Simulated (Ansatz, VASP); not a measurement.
This is a calculation of HfB for VASP 6.6.1.

INCAR

```
ALGO = Normal
EDIFF = 1E-7
ENCUT = 520
GGA = PE
ISIF = 2
ISMEAR = -1
LASPH = True
LCHARG = False
LREAL = False
LWAVE = False
NBANDS = 14
NELM = 80
PREC = Accurate
SIGMA = 0.05
```

The input KPOINTS:

```
k-points
0
Gamma
  10 10 10
```

The input POSCAR:

```
HfB
1.0
    0.0000000000      2.3403982228      2.3403982228
    2.3403982228      0.0000000000      2.3403982228
    2.3403982228      2.3403982228      0.0000000000
Hf B
1 1
Direct
    0.5000000000      0.5000000000      0.5000000000
    0.0000000000      0.0000000000      0.0000000000
```

Potentials or basis: VASP PAW PBE potentials, release 64 (Hf_pv, B).

The run is started by

```console
$ cat potpaw_PBE.64/Hf_pv/POTCAR potpaw_PBE.64/B/POTCAR > POTCAR
$ mpirun -np 1 vasp_std > vasp.out
```

Question: Set up the same calculation for Ansatz 0.2.0. Potentials there: Ansatz PAW.

Answer: As run (the cutoff follows the program's own potentials):

File input.yaml:

```yaml
crystal:
  lattice:
    - [0.0, 2.3403982228, 2.3403982228]
    - [2.3403982228, 0.0, 2.3403982228]
    - [2.3403982228, 2.3403982228, 0.0]
  atoms:
    - { symbol: Hf, position: [0.5, 0.5, 0.5] }
    - { symbol: B, position: [0.0, 0.0, 0.0] }
hamiltonian:
  xc: pbe
  pseudopotentials: { kind: paw }
kpoints:
  mp_grid: { grid: [10, 10, 10] }
scf:
  occupations: { method: fermi_dirac, width: 0.05 }
output:
  forces: true
  stress: true
  eigenvalues: true
```

Potentials or basis: Ansatz PAW.

The run is started by

```bash
$ ansatz run input.yaml --threads 1 --pin off --max-ram 3584MiB --backend cpu --events-out ev --progress --plain --runs-dir out
```

Both were run:

|  | VASP | Ansatz | Ansatz less VASP |
| --- | --- | --- | --- |
| gap on the k mesh at the Fermi level (eV) | none | none | - |
| pressure (GPa) | 20.2 | 19.6 | -0.62 |

A gap of «none» marks a metal or a gap that the smearing closes. The two sets of potentials don't hold the same shells in valence.

Spin-orbit coupling is left out, which matters for the levels of Hf.
